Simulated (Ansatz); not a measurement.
Crystal: CoSi.

```xyz
8
Lattice="4.4380 0.0000 0.0000 0.0000 4.4380 0.0000 0.0000 0.0000 4.4380" Properties=species:S:1:pos:R:3 pbc="T T T"
Co    3.8167    2.8403    1.5977
Co    2.8403    1.5977    3.8167
Co    1.5977    3.8167    2.8403
Co    0.6213    0.6213    0.6213
Si    0.6968    1.5222    2.9158
Si    1.5222    2.9158    0.6968
Si    2.9158    0.6968    1.5222
Si    3.7412    3.7412    3.7412
```

Base run:

| Quantity | Value |
| --- | --- |
| Program | Ansatz 0.2.0 |
| Functional | r2SCAN |
| Potentials or basis | Ansatz PAW |
| Cutoff | 500 eV (not typed: the program's choice for these potentials) |
| k mesh | 5 × 5 × 5 |
| Occupations | fermi-dirac, width 0.05 eV |
| Spin | collinear spin, ferromagnetic start |
| Starting moments | [2.0, 2.0, 2.0, 2.0, 0.0, 0.0, 0.0, 0.0] μB |
| Hubbard terms | Co d U = 4 eV |

Its results: band gap on the k mesh none (metal or under the smearing width); pressure 4.2 GPa; net moment 4.00 μB per cell; site moments Co +1.19; Si -0.06 μB; largest force 0.274 eV/Å.

**Question.** The run is repeated on the same cell with these changes: hubbard terms from Co d U = 4 eV to Co d U = 6 eV. What comes out?

**Answer.** Band gap on the k mesh none (metal or under the smearing width); pressure 11.5 GPa; net moment 4.00 μB per cell; site moments Co +1.30; Si -0.11 μB; largest force 0.483 eV/Å.

Caveats: the magnetic or orbital state may not be the lowest; the PAW data sets come from PBE, with cores solved anew for the run's functional, which leaves a small shift of forces and pressure; the U is typed as a test and isn't derived for this compound.
